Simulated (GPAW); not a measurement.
# Moving the Hubbard U on Zr d in ZrC

Symmetry: P6_3/mmc, No. 194, hexagonal system. Conventional cell: a = 3.391 Å, b = 3.391 Å, c = 5.290 Å, α = 90.00°, β = 90.00°, γ = 120.00°. Around Zr (site symmetry -6m2) lie 6 C at 2.36 Å. C (site symmetry -3m) has 6 Zr at 2.36 Å and 2 C at 2.65 Å as nearest neighbours.

The cell comes from a database or a generator and needn't be the stable form of this composition.

Kept alike: task band structure; functional PBEsol; k mesh 7 × 7 × 4; occupations fermi-dirac, width 0.05 eV; no spin polarisation. Program: GPAW, PAW data sets generated for this functional, cutoff 800 eV. The mesh is that of the run's cell of 4 atoms. No spin-orbit coupling.

| Hubbard U on Zr d, U (eV) | pressure (GPa) |
| --- | --- |
| 0 | -8.76 |
| 1 | -6.35 |
| 2 | -3.81 |
| 3 | ? |
| 4 | 1.65 |
| 6 | 7.62 |
| 8 | 14.12 |

Pressure is positive in compression; the values hold the error of the finite cutoff, so their zero can differ a little from the energy's minimum. U acts here on a shell without spin polarisation. For a metal such a mesh leaves the last digits unconverged. How U acts hangs on the program's projectors.

Task: Fit the rows shown and predict the run at 3 eV.

Result: A least-squares parabola through the rows shown is pressure = 0.06446 U² + 2.3438 U - 8.758 (largest miss 0.005); at U = 3 it gives -1.15 GPa. The run gave: pressure -1.15 GPa.
